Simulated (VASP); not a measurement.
KI: single point with r2SCAN

Crystal: KI.

```
K I
1.0
     4.05794    0.00000    0.00000
     0.00000    4.29094    0.00000
     0.00000    0.00000    4.29094
K I
1 1
Direct
  0.00000 0.00000 0.00000
  0.50000 0.50000 0.50000
```

The cell was built by a generator and needn't be a form met in nature.

The cell isn't the ideal one: uniaxial_x strain -5.4%.

```yaml
Program: VASP 6.6.1
Task: single point
Functional: r2SCAN
Potentials_or_basis: VASP PAW PBE potentials, release 64 (K_sv, I)
Cutoff: 520 eV
k_mesh: 6 × 6 × 6
Occupations: gaussian, width 0.01 eV
Spin: no spin polarisation
```

| Item | Value |
| --- | --- |
| Pressure | 1.0 GPa |
| Band gap on the k mesh | 3.90 eV, indirect (least direct gap 4.06 eV) |

Stress tensor (GPa, compression positive):
```
2.38 0.00 0.00
0.00 0.28 0.00
0.00 0.00 0.28
```

Levels at points of the mesh, in eV from the valence-band top:
| k point | band 5 | band 6 | band 7 | band 8 | band 9 | band 10 | band 11 | band 12 |
| --- | --- | --- | --- | --- | --- | --- | --- | --- |
| (0.00, 0.00, 0.00) | -11.90 | -0.79 | -0.79 | -0.34 | 3.90 | 4.75 | 5.09 | 8.62 |
| (0.50, 0.00, 0.00) | -11.44 | -2.80 | -0.64 | -0.64 | 6.03 | 6.47 | 7.31 | 7.88 |
| (0.00, 0.50, 0.00) | -11.53 | -2.75 | -0.75 | -0.28 | 6.03 | 6.35 | 7.43 | 7.77 |
| (0.50, 0.50, 0.00) | -11.42 | -2.24 | -2.04 | -0.34 | 4.17 | 5.98 | 6.92 | 7.02 |
| (0.00, 0.50, 0.50) | -11.52 | -2.16 | -2.16 | 0.00 | 4.06 | 6.45 | 7.49 | 7.49 |
| (0.50, 0.50, 0.50) | -11.23 | -2.22 | -2.05 | -2.05 | 5.88 | 5.88 | 6.02 | 9.43 |

Wall time 95 s on 1 thread of Intel(R) Xeon(R) Platinum 8488C (Sapphire Rapids) (shared host), peak memory 0.2 GiB.

Caveat: the PAW data sets were made with another functional, which shifts forces and pressure a little; spin-orbit coupling is left out, which moves the levels of the heavy elements. A k mesh can miss the band edges.
